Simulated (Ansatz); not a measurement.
# WC (rocksalt type): the cost of one run

Program: Ansatz 0.2.0. Level of theory: DFT, PBE, PAW with Ansatz's default frozen-core files, scalar-relativistic. These are calculated values, not measurements.

## Step 1: The starting structure

It takes space group Fm-3m (No. 225, cubic). Conventional cell: a = 4.309 Å, b = 4.309 Å, c = 4.309 Å, α = 90.00°, β = 90.00°, γ = 90.00°. W (site symmetry m-3m) has 6 C at 2.15 Å as nearest neighbours. C (site symmetry m-3m) is surrounded by 6 W at 2.15 Å.

Coordinates:

```
CELL_PARAMETERS angstrom
0.00000 2.15443 2.15443
2.15443 0.00000 2.15443
2.15443 2.15443 0.00000
ATOMIC_POSITIONS crystal
W 0.00000 0.00000 0.00000
C 0.50000 0.50000 0.50000
```

Atoms are numbered in the order of the input: W1, C2.

## Step 2: Cell relaxed at zero pressure, PAW

input.yaml

```yaml
crystal:
  lattice:
    - [0.0, 2.15443469, 2.15443469]
    - [2.15443469, 0.0, 2.15443469]
    - [2.15443469, 2.15443469, 0.0]
  atoms:
    - { symbol: W, position: [0.0, 0.0, 0.0] }
    - { symbol: C, position: [0.5, 0.5, 0.5] }
kpoints:
  mp_grid: { grid: [16, 16, 16] }
scf:
  occupations: { method: fermi_dirac, width: 0.08 }
hamiltonian:
  xc: pbe
  pseudopotentials: { kind: paw }
output:
  forces: true
  stress: true
relax:
  f_tol: 0.005
  max_steps: 40
  cell: {}
```

Run with:

```sh
$ ansatz run input.yaml --threads 1 --pin off --max-ram 3584MiB --backend cpu --events-out ev --progress --plain --runs-dir out
```

Q: Estimate wall time and peak memory on 1 thread of Intel Xeon Platinum 8259CL at 2.50GHz (Skylake/Cascade Lake), shared host.

About 22 s, with a peak of 0.44 GiB.
